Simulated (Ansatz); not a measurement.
I:

```
I
1.0
     3.63503   -2.39502    0.00000
     3.63503    2.39502    0.00000
     0.00000    0.00000    9.79344
I
4
Direct
  0.64930 0.35070 0.38440
  0.14930 0.85070 0.11560
  0.35070 0.64930 0.61560
  0.85070 0.14930 0.88440
```

Base run:

```yaml
Program: Ansatz 0.2.0
Functional: HSE06
Potentials_or_basis: Ansatz PAW
Cutoff: "420 eV (not typed: the program's choice for these potentials)"
k_mesh: 4 × 4 × 2
Occupations: fermi-dirac, width 0.05 eV
Spin: no spin polarisation
```

Its results: band gap on the k mesh 2.14 eV, indirect (least direct gap 2.35 eV); pressure 1.0 GPa; largest force 0.301 eV/Å.

**Question.** The run is repeated on the same cell with these changes: functional from HSE06 to PBEsol0. What comes out?

**Answer.** Band gap on the k mesh 2.79 eV, indirect (least direct gap 3.02 eV); pressure -0.3 GPa; largest force 0.197 eV/Å.

Caveats: spin-orbit coupling is left out, which moves the levels of the heavy elements; the PAW data sets come from PBE, with cores solved anew for the run's functional, which leaves a small shift of forces and pressure; the thresholds are loose for stress.
